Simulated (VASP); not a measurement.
**NaI in VASP 6.6.1, single-point calculation**

INCAR

```
ENCUT = 520
LREAL = .FALSE.
GGA = PE
SIGMA = 0.02
EDIFF = 1E-7
PREC = Accurate
ISMEAR = -1
LASPH = .TRUE.
NELM = 69
ISIF = 2
NSW = 0
LWAVE = .FALSE.
NBANDS = 14
IBRION = -1
LCHARG = .FALSE.
```

KPOINTS

```
KPOINTS created by Atomic Simulation Environment
0
Gamma
6 6 6
0 0 0
```

POSCAR

```
Na I
 1.0000000000000000
     0.0000000000000000    4.0405369999999996    0.0000000000000000
     4.0405369999999996    0.0000000000000000    0.0000000000000000
     0.0000000000000000    0.0000000000000000    4.1072050000000004
 Na  I
   1   1
Cartesian
  0.0000000000000000  0.0000000000000000  0.0000000000000000
  2.0202684999999994  2.0202684999999994  2.0536024999999998
```

The recommended PBE PAW datasets give the neutral cell 14 valence electrons.

Command

```
mpirun -np 1 vasp_std
```

**Question.** Predict the outcome of this run.

**Answer.** VASP stopped before the first electronic step.

Standard output (part)

```
|     EEEEEEE  RRRRRR   RRRRRR   OOOOOOO  RRRRRR      ###     ###     ###     |
|     E        R     R  R     R  O     O  R     R     ###     ###     ###     |
|     E        R     R  R     R  O     O  R     R     ###     ###     ###     |
|     EEEEE    RRRRRR   RRRRRR   O     O  RRRRRR       #       #       #      |
|     E        R    R   R    R   O     O  R    R      ###     ###     ###     |
|     EEEEEEE  R     R  R     R  OOOOOOO  R     R     ###     ###     ###     |
|     ERROR: the triple product of the basis vectors is negative exchange     |
|     two basis vectors                                                       |
|       ---->  I REFUSE TO CONTINUE WITH THIS SICK JOB ... BYE!!! <----       |
```

The fault: left-handed cell vectors.
